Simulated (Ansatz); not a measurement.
The system is W.

```
CELL_PARAMETERS angstrom
2.80966 0.00000 0.00000
0.00000 4.86387 0.00000
0.00000 0.00000 4.92370
ATOMIC_POSITIONS crystal
W 0.79317 0.93684 0.75000
W 0.20683 0.43684 0.75000
W 0.20683 0.06316 0.25000
W 0.79317 0.56316 0.25000
```

This isn't the form of W at room conditions, which is bcc.

Base run:

- Program: Ansatz 0.2.0
- Functional: PBEsol
- Potentials or basis: all-electron LAPW, non-relativistic
- Cutoff: 271 eV
- Density cutoff: 1083 eV
- Basis error allowed: 0.002 eV/atom
- k mesh: 9 × 6 × 6
- Occupations: fermi-dirac, width 0.05 eV
- Spin: no spin polarisation

Its results: pressure 2.8 GPa; largest force 0.201 eV/Å.

Question: The run is repeated on the same cell with these changes: potentials or basis from all-electron LAPW, non-relativistic to all-electron LAPW, inner shells corrected to Dirac's equation. What comes out?

Answer: Pressure -10.5 GPa; largest force 0.070 eV/Å.

Caveats: relativity is left out, which matters for the heavier elements (some runs).

Not every run made on this cell is shown here.
